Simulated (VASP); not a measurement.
# ZrB3 (I4/mmm) in VASP: further runs

Runs on ZrB3. Level: PBE. Tasks: single point.

Everything below comes from runs of VASP 6.6.1. Logs are shortened: lines on timing, memory, paths and dates and some standing lists are left out, and cuts for length are marked.

### Step 1. The cell of the first run

The structure is tetragonal, space group I4/mmm (No. 139). Conventional cell: a = 3.601 Å, b = 3.601 Å, c = 8.337 Å, α = 90.00°, β = 90.00°, γ = 90.00°. Zr (site symmetry 4/mmm) has 12 B at 2.55 to 2.75 Å as nearest neighbours. B (site symmetry -4m2) is surrounded by 8 B at 2.55 to 2.75 Å and 4 Zr at 2.75 Å. Around B (site symmetry 4/mmm) lie 4 Zr at 2.55 Å and 8 B at 2.75 Å.

The cell comes from a database or a generator and needn't be the stable form of this composition.

### Step 2. Single point, PBE (In replaced by B, lengths x 0.826, strained and moved within the space group)

File INCAR:

```
ALGO = Fast
EDIFF = 1E-7
ENCUT = 520
GGA = PE
ISIF = 2
ISMEAR = 0
LASPH = T
LCHARG = F
LREAL = F
LWAVE = F
NBANDS = 18
NELM = 100
PREC = Accurate
SIGMA = 0.1
```

File KPOINTS:

```
k-points
0
Gamma
  16 16 16
```

File POSCAR:

```
ZrB3
1.0
   -1.8005072810      1.8005072810      4.1687235610
    1.8005072810     -1.8005072810      4.1687235610
    1.8005072810      1.8005072810     -4.1687235610
Zr B
1 3
Direct
    0.0000000000      0.0000000000      0.0000000000
    0.2500000000      0.7500000000      0.5000000000
    0.7500000000      0.2500000000      0.5000000000
    0.5000000000      0.5000000000      0.0000000000
```

Potentials or basis: VASP PAW PBE potentials, release 64 (Zr_sv, B).

Command:

```
> cat potpaw_PBE.64/Zr_sv/POTCAR potpaw_PBE.64/B/POTCAR > POTCAR
> mpirun -np 1 vasp_std > vasp.out
```

OUTCAR:

```text
EDIFF = 1E-7
   ENCUT = 520
   GGA = PE
   ISIF = 2
   ISMEAR = 0
   LASPH = T
   LREAL = F
   NELM = 100
   PREC = Accurate

 ion  position               nearest neighbor table
   1  0.000  0.000  0.000-   4 2.55   4 2.55   4 2.55   4 2.55   3 2.75   2 2.75   3 2.75   2 2.75
                             3 2.75   3 2.75   2 2.75   2 2.75
   2  0.250  0.750  0.500-   1 2.75   1 2.75   1 2.75   1 2.75
   3  0.750  0.250  0.500-   1 2.75   1 2.75   1 2.75   1 2.75
   4  0.500  0.500  0.000-   1 2.55   1 2.55   1 2.55   1 2.55

  LATTYP: Found a body centered tetragonal cell.
 ALAT       =     3.6010145620
 C/A-ratio  =     2.3153050282

  Lattice vectors:

 A1 = (  -1.8005072810,   1.8005072810,   4.1687235610)
 A2 = (   1.8005072810,  -1.8005072810,   4.1687235610)
 A3 = (   1.8005072810,   1.8005072810,  -4.1687235610)

Analysis of symmetry for initial positions (statically):
=====================================================================
 Subroutine PRICEL returns:
 Original cell was already a primitive cell.

 Routine SETGRP: Setting up the symmetry group for a
 body centered tetragonal supercell.

 Subroutine GETGRP returns: Found 16 space group operations
 (whereof 16 operations were pure point group operations)
 out of a pool of 16 trial point group operations.

The static configuration has the point symmetry D_4h.

Analysis of symmetry for dynamics (positions and initial velocities):
=====================================================================
 Subroutine PRICEL returns:
 Original cell was already a primitive cell.

 Routine SETGRP: Setting up the symmetry group for a
 body centered tetragonal supercell.

 Subroutine GETGRP returns: Found 16 space group operations
 (whereof 16 operations were pure point group operations)
 out of a pool of 16 trial point group operations.

The dynamic configuration has the point symmetry D_4h.

 Subroutine INISYM returns: Found 16 space group operations
 (whereof 16 operations are pure point group operations),
 and found     1 'primitive' translations

----------------------------------------------------------------------------------------

                                     Primitive cell

  volume of cell :      54.0571

  direct lattice vectors                    reciprocal lattice vectors
    -1.800507281  1.800507281  4.168723561     0.000000000  0.277699516  0.119940791
     1.800507281 -1.800507281  4.168723561     0.277699516  0.000000000  0.119940791
     1.800507281  1.800507281 -4.168723561     0.277699516  0.277699516  0.000000000

  length of vectors
     4.884865307  4.884865307  4.884865307     0.302494321  0.302494321  0.392726421

  position of ions in fractional coordinates (direct lattice)
     0.000000000  0.000000000  0.000000000
     0.250000000  0.750000000  0.500000000
     0.750000000  0.250000000  0.500000000
     0.500000000  0.500000000  0.000000000

  ion indices of the primitive-cell ions
   primitive index   ion index
                 1           1
                 2           2
                 3           3
                 4           4

----------------------------------------------------------------------------------------

 KPOINTS: k-points

Automatic generation of k-mesh.
 Grid dimensions read from file:
 generate k-points for:   16   16   16

 Generating k-lattice:

  Cartesian coordinates                     Fractional coordinates (reciprocal lattice)
     0.000000000  0.017356220  0.007496299     0.062500000  0.000000000  0.000000000
     0.017356220  0.000000000  0.007496299     0.000000000  0.062500000  0.000000000
     0.017356220  0.017356220  0.000000000     0.000000000  0.000000000  0.062500000

  Length of vectors
     0.018905895  0.018905895  0.024545401

  Shift w.r.t. Gamma in fractional coordinates (k-lattice)
     0.000000000  0.000000000  0.000000000

 Subroutine IBZKPT returns following result:
 ===========================================

 Found    349 irreducible k-points:

 Following reciprocal coordinates:
            Coordinates               Weight
  0.000000  0.000000  0.000000      1.000000
  0.062500  0.000000  0.000000      8.000000
  0.125000  0.000000  0.000000      8.000000
  0.187500  0.000000  0.000000      8.000000
  0.250000  0.000000  0.000000      8.000000
  0.312500  0.000000  0.000000      8.000000
[... 16 lines left out ...]
 -0.125000  0.062500  0.000000     16.000000
 -0.062500  0.062500  0.000000      4.000000
 [... further k-points ...]
   k-points           NKPTS =    349   k-points in BZ     NKDIM =    349   number of bands    NBANDS=     18
   number of dos      NEDOS =    301   number of ions     NIONS =      4
   total plane-waves  NPLWV =  46656
   dimension x,y,z NGX =    36 NGY =   36 NGZ =   36
   dimension x,y,z NGXF=    72 NGYF=   72 NGZF=   72
   ions per type =               1   3
   NGX,Y,Z   is equivalent  to a cutoff of  12.25, 12.25, 12.25 a.u.
   NGXF,Y,Z  is equivalent  to a cutoff of  24.50, 24.50, 24.50 a.u.
 SYSTEM =  unknown system
   PREC   = accura    normal or accurate (medium, high low for compatibility)
   ISTART =      0    job   : 0-new  1-cont  2-samecut
   ICHARG =      2    charge: 1-file 2-atom 10-const
   ISPIN  =      1    spin polarized calculation?
   LNONCOLLINEAR =      F non collinear calculations
   LSORBIT =      F    spin-orbit coupling
   LASPH  =      T    aspherical Exc in radial PAW
   ENCUT  =  520.0 eV  38.22 Ry    6.18 a.u.   9.08  9.08  9.08*2*pi/ulx,y,z
   NELM   =    100;   NELMIN=  2; NELMDL= -5     # of ELM steps
   EDIFF  = 0.1E-06   stopping-criterion for ELM
   LREAL  =      F    real-space projection
   EDIFFG = 0.1E-05   stopping-criterion for IOM
   NSW    =      0    number of steps for IOM
   IBRION =     -1    ionic relax: 0-MD 1-quasi-New 2-CG
   NFREE  =      0    steps in history (QN), initial steepest desc. (CG)
   ISIF   =      2    stress and relaxation
   ISYM   =      2    0-nonsym 1-usesym 2-fastsym
   POTIM  = 0.5000    time-step for ionic-motion
   TEBEG  =    0.0;   TEEND  =   0.0 temperature during run
   PSTRESS=    0.0 pullay stress
   NELECT =      21.0000    total number of electrons
   NUPDOWN=      -1.0000    fix difference up-down
   EMIN   =  10.00;   EMAX   =-10.00  energy-range for DOS
   EFERMI =   0.00;   METHOD = LEGACY
   ISMEAR =     0;   SIGMA  =   0.10  broadening in eV -4-tet -1-fermi 0-gaus
   EFERMI_NEDOS =   21; number of points for ismear=-14 and -15
   IALGO  =     68    algorithm
   IMIX   =      4    mixing-type and parameters
     AMIX     =   0.40;   BMIX     =  1.00
     AMIX_MAG =   1.60;   BMIX_MAG =  1.00
  volume/ion in A,a.u.               =      13.51        91.20
  Fermi-wavevector in a.u.,A,eV,Ry     =   1.194530  2.257334 19.414172  1.426901
  Thomas-Fermi vector in A             =   2.330518
   LORBIT       =      0    0 simple, 1 ext, 2 COOP (PROOUT), +10 PAW based schemes
   GGA     = PE    functional components
   LHFCALC =     F    Hartree Fock is set to
   AEXX    =    0.0000 exact exchange contribution
   IVDW    =     0    specifies the selected vdW correction
   LEPSILON=     F    determine dielectric tensor
   LRPA    =     F    only Hartree local field effects (RPA)
 non-spin polarized calculation
 RMM-DIIS sequential band-by-band and
 Gauss-broadening in eV      SIGMA  =   0.10
  energy-cutoff  :      520.00
  volume of cell :       54.06
 maximum number of plane-waves:      1484
   NGX = 19   NGY = 19   NGZ = 19

 number of electron      21.0000000 magnetization

 Free energy of the ion-electron system (eV)
  ---------------------------------------------------
  ext. energy  EPLUGINS =         0.00000000
  ---------------------------------------------------
  free energy    TOTEN  =       -24.87327651 eV

  energy without entropy =      -24.86754480  energy(sigma->0) =      -24.87041065

 E-fermi :   5.5710     XC(G=0): -10.9047

 val. band max:        5.5690981246   @ k =  -0.2500   0.2500   0.1875
 cond. band min:       5.5732706981   @ k =  -0.2500  -0.3750   0.1250
 fundamental gap:      0.0041725735
 Fermi energy:         5.5709628956

 k-point     1 :       0.0000    0.0000    0.0000
  band No.  band energies     occupation
      1     -42.6649      2.00000
      2     -20.7027      2.00000
      3     -20.6298      2.00000
      4     -20.6298      2.00000
      5      -4.4876      2.00000
      6       1.2602      2.00000
[... 10 lines left out ...]
     17      12.0035      0.00000
     18      12.1645      0.00000

 k-point     2 :       0.0625    0.0000    0.0000
  band No.  band energies     occupation
      1     -42.6644      2.00000
      2     -20.7023      2.00000
      3     -20.6378      2.00000
      4     -20.6289      2.00000
      5      -4.4340      2.00000
      6       1.2407      2.00000
[... 10 lines left out ...]
     17      11.1401      0.00000
     18      12.1670      0.00000

 k-point     3 :       0.1250    0.0000    0.0000
  band No.  band energies     occupation
      1     -42.6631      2.00000
      2     -20.7010      2.00000
      3     -20.6603      2.00000
      4     -20.6264      2.00000
      5      -4.2749      2.00000
      6       1.1752      2.00000
[... 10 lines left out ...]
     17      11.0560      0.00000
     18      11.8067      0.00000

 k-point     4 :       0.1875    0.0000    0.0000
  band No.  band energies     occupation
      1     -42.6612      2.00000
      2     -20.6998      2.00000
      3     -20.6932      2.00000
      4     -20.6226      2.00000
      5      -4.0156      2.00000
      6       1.0254      2.00000
[... 375 lines left out ...]
      4     -20.6304      2.00000
      5      -4.0123      2.00000
      6       1.2837      2.00000
[... 10 lines left out ...]
     17      10.9283      0.00000
     18      11.6532      0.00000

 k-point    23 :      -0.1250    0.0625    0.0000
  band No.  band energies     occupation
      1     -42.6627      2.00000
      2     -20.6996      2.00000
      3     -20.6594      2.00000
      4     -20.6342      2.00000
      5      -4.2553      2.00000
      6       1.3725      2.00000
[... 10 lines left out ...]
     17      11.0897      0.00000
     18      11.8446      0.00000

 k-point    24 :      -0.0625    0.0625    0.0000
  band No.  band energies     occupation
      1     -42.6640      2.00000
      2     -20.7013      2.00000
      3     -20.6372      2.00000
      4     -20.6364      2.00000
      5      -4.3973      2.00000
      6       1.3337      2.00000
[... 10 lines left out ...]
     17      11.1868      0.00000
     18      12.0478      0.00000

 [... further k-points ...]

------------------------ aborting loop because EDIFF is reached ----------------------------------------

  FORCE on cell =-STRESS in cart. coord.  units (eV):
  Direction    XX          YY          ZZ          XY          YZ          ZX
  --------------------------------------------------------------------------------------
  -------------------------------------------------------------------------------------
  Total      -10.9227182    -10.9227182     -7.9185207      0.0000000      0.0000000      0.0000000
  in kB     -323.7341087   -323.7341087   -234.6938911      0.0000000      0.0000000      0.0000000
  external PRESSURE =    -294.0540362 kB  Pullay stress =       0.0000000 kB

 VOLUME and BASIS-vectors are now :
 -----------------------------------------------------------------------------
  energy-cutoff  :      520.00
  volume of cell :       54.06
      direct lattice vectors                 reciprocal lattice vectors
    -1.800507281  1.800507281  4.168723561     0.000000000  0.277699516  0.119940791
     1.800507281 -1.800507281  4.168723561     0.277699516  0.000000000  0.119940791
     1.800507281  1.800507281 -4.168723561     0.277699516  0.277699516  0.000000000

 POSITION                                       TOTAL-FORCE (eV/Angst)
 -----------------------------------------------------------------------------------
      0.00000      0.00000      0.00000        -0.000000      0.000000     -0.000000
      1.80051     -0.00000      2.08436         0.000000     -0.000000      0.000000
     -0.00000      1.80051      2.08436        -0.000000      0.000000      0.000000
      0.00000      0.00000      4.16872        -0.000000      0.000000     -0.000000
 -----------------------------------------------------------------------------------
    total drift:                               -0.000000      0.000000      0.000000

  FREE ENERGIE OF THE ION-ELECTRON SYSTEM (eV)
  ---------------------------------------------------
  free  energy   TOTEN  =       -24.8732765097 eV

  energy  without entropy=      -24.8675447985  energy(sigma->0) =      -24.87041065
```

It took 7.8 min on 1 thread of Intel Xeon Platinum 8559C (Emerald Rapids), shared host; peak memory 0.45 GiB.

What came out:

* Free energy: -24.8733 eV
* Pressure: -29.4 GPa
* Band gap on the k mesh: none (metal or under the smearing width)

Caveat: so large a pressure means that the cell lies far from this level's equilibrium, or that cutoff or potentials fall short.

### Step 3. Single point, PBE (In replaced by B, lengths x 0.826, strained and moved within the space group)

File INCAR:

```
SYSTEM = ZrB3
ALGO     = Normal         ! electronic algorithm
EDIFF    = 1E-7           ! SCF threshold, eV
ENCUT    = 520            ! plane-wave cutoff, eV
GGA      = PE             ! functional
ISIF     = 2              ! what is computed and relaxed
ISMEAR   = 0              ! smearing method
LASPH    = .True.         ! aspherical terms in the spheres
LCHARG   = .True.         ! write CHGCAR
LELF     = .True.         ! ELF
LREAL    = .False.        ! projectors in reciprocal space
LVHAR    = .True.       
LWAVE    = .False.        ! write WAVECAR
NBANDS   = 18             ! bands
NELM     = 100            ! most SCF steps
PREC     = Accurate       ! precision mode
SIGMA    = 0.1            ! smearing width, eV
```

File KPOINTS:

```
k-points
0
Gamma
  8 8 8
  0 0 0
```

File POSCAR:

```
ZrB3
1.0
   -1.7195955001      1.7195955001      3.9813881079
    1.7195955001     -1.7195955001      3.9813881079
    1.7195955001      1.7195955001     -3.9813881079
Zr B
1 3
Direct
    0.0000000000      0.0000000000      0.0000000000
    0.2500000000      0.7500000000      0.5000000000
    0.7500000000      0.2500000000      0.5000000000
    0.5000000000      0.5000000000      0.0000000000
```

Potentials or basis: VASP PAW PBE potentials, release 64 (Zr_sv, B).

Command:

```
> cat potpaw_PBE.64/Zr_sv/POTCAR potpaw_PBE.64/B/POTCAR > POTCAR
> mpirun -np 1 vasp_std > vasp.out
```

Wall time 34 s (1 thread of Intel Xeon Platinum 8559C (Emerald Rapids), shared host); peak memory 0.21 GiB.

Results (log left out):

```yaml
Free_energy: -25.9497 eV
Pressure: -18.8 GPa
Band_gap_on_the_k_mesh: none (metal or under the smearing width)
```

Stress tensor (GPa, compression positive):
```
-21.34   0.00   0.00
  0.00 -21.34   0.00
  0.00   0.00 -13.57
```

Levels at points of the mesh, in eV from the Fermi level:
| k point | band 9 | band 10 | band 11 | band 12 | band 13 | band 14 |
| --- | --- | --- | --- | --- | --- | --- |
| (0.00, 0.00, 0.00) | -1.73 | -1.73 | 0.34 | 1.76 | 1.76 | 3.38 |
| (0.50, 0.00, 0.00) | -1.90 | -0.36 | 1.17 | 2.26 | 2.50 | 3.56 |
| (0.50, 0.50, 0.00) | -2.53 | -1.89 | -1.60 | 2.41 | 3.60 | 5.15 |
| (0.50, 0.50, 0.50) | -1.09 | 0.30 | 2.63 | 2.63 | 3.50 | 3.59 |

Caveat: so large a pressure means that the cell lies far from this level's equilibrium, or that cutoff or potentials fall short.
